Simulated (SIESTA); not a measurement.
Crystal: TiO2.

```
Ti O
1.0
     2.96826    0.00000    0.00000
     0.00021    4.70761    0.00000
     1.48357    0.24235    7.08346
Ti O
3 6
Direct
  0.00337 0.00039 0.00070
  0.34464 0.48026 0.31696
  0.66171 0.52047 0.68450
  0.44004 0.18544 0.12854
  0.77793 0.29773 0.45188
  0.10124 0.30895 0.80624
  0.90650 0.69184 0.19517
  0.22941 0.70301 0.54951
  0.56803 0.81530 0.87283
```

The cell comes from a database or a generator and needn't be the stable form of this composition.

Base run:

```yaml
Program: SIESTA 5.4.2
Functional: PBEsol
Potentials_or_basis: PseudoDojo 0.4 standard (PBEsol files)
Basis: DZP (energy shift 0.003 Ry; two zetas on semicore shells)
Grid_cutoff: 800 Ry
Energy_shift: 0.003 Ry
k_mesh: 9 × 6 × 4
Occupations: fermi-dirac, width 0.05 eV
Spin: no spin polarisation
```

Its results: band gap on the k mesh 2.12 eV, indirect (least direct gap 2.18 eV); pressure 0.6 GPa; largest force 0.222 eV/Å.

The run is repeated on the same cell with these changes: functional from PBEsol to LDA; potentials or basis from PseudoDojo 0.4 standard (PBEsol files) to PseudoDojo 0.4 standard (LDA files). What comes out?

Band gap on the k mesh 2.09 eV, indirect (least direct gap 2.14 eV); pressure -4.9 GPa; largest force 0.117 eV/Å.

Caveats: the basis of atomic orbitals isn't converged, which shifts pressures, moduli and gaps.
